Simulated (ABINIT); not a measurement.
Runs of ABINIT 10.8.3 (patched build) on CdSe (Cadmoselite). It takes space group P6_3mc (No. 186, hexagonal). Conventional cell: a = 4.300 Å, b = 4.300 Å, c = 7.020 Å, α = 90.00°, β = 90.00°, γ = 120.00°. Cd (site symmetry 3m) is surrounded by 4 Se at 2.61 to 2.70 Å. Se (site symmetry 3m) is surrounded by 4 Cd at 2.61 to 2.70 Å. 

```csv
task,level,cell,k mesh,cutoff (eV),fine-grid cutoff,cell freedom (optcell),cutoff smearing ecutsm (Ha),optimiser (ionmov),force stop (Ha/bohr),gap on the mesh (eV),pressure (GPa),largest force (eV/Å)
single point,WC,as given,7 × 7 × 4,707,1306.15 eV,-,-,-,-,0.54,0.1,0.27
relaxation of cell and atoms,PBE,relaxed to 5 GPa,6 × 6 × 3,599,1197.3 eV,2,0.5,2,5e-05,(c),5.0,-
relaxation of cell and atoms,PBE,relaxed,6 × 6 × 3,599,1197.3 eV,2,0.5,2,5e-05,(a),0.0,-
relaxation of cell and atoms,PBE,relaxed to 10 GPa,6 × 6 × 3,599,1197.3 eV,2,0.5,2,5e-05,0.85,10.0,-
single point,PW91,as given,7 × 7 × 4,707,1306.15 eV,-,-,-,-,(b),2.7,0.28
```

Alike in all rows: potentials or basis JTH PAW PBE v2.0; no spin polarisation; smearing fermi-dirac 0.05 eV.

**Question.** Fill in the values left out.

**Answer.** (a) 0.53; (b) 0.65; (c) 0.72.

Caveats: the PAW data sets were made with another functional, which shifts forces and pressure a little (some runs).

A k mesh can miss the band edges, and the runs leave out spin-orbit coupling on Cd, Se.
